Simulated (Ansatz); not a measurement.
Start from LiI in the rock salt structure (space group Fm-3m, No. 225; a = 6.019 Å). Axes: x, y, z lie along the cube axes.

Calculations: plane-wave PAW DFT at the PBE level (Ansatz, a program for electronic structure, 420 eV), no spin-orbit coupling.

Strains are applied to the cell and any free atomic positions relax; under biaxial strain the out-of-plane vector relaxes too; under stress the whole cell relaxes.

One change was made to it. Results:

| quantity | base | after |
|---|---|---|
| band gap | 4.25 eV | 3.75 eV |
| energy relative to the base (free energy F) | 0 meV/atom | +31 meV/atom |
| electron mass | 0.29 mₑ (at Γ) | 0.30 mₑ (at Γ) |

Problem. Which of these changes matches the shifts?
(A) biaxial strain +1.13 %, plane normal [001], relaxed out of plane
(B) isotropic strain +4.94 %
(C) uniaxial strain ε_yy = −4.98 %
(D) uniaxial stress, 0.5 GPa compression along z

Solution. B, isotropic strain +4.94 %. For comparison, the band gap in the other runs: uniaxial strain ε_yy = −4.98 % gives 4.25 eV; biaxial strain +1.13 %, plane normal [001], relaxed out of plane gives 4.18 eV; uniaxial stress, 0.5 GPa compression along z gives 4.26 eV.

Spin-orbit coupling, missing from the scalar runs, can matter with I. Effective masses come from finite differences of ±0.01 Å⁻¹. Beyond what the load breaks, stability against distortions was not tested.
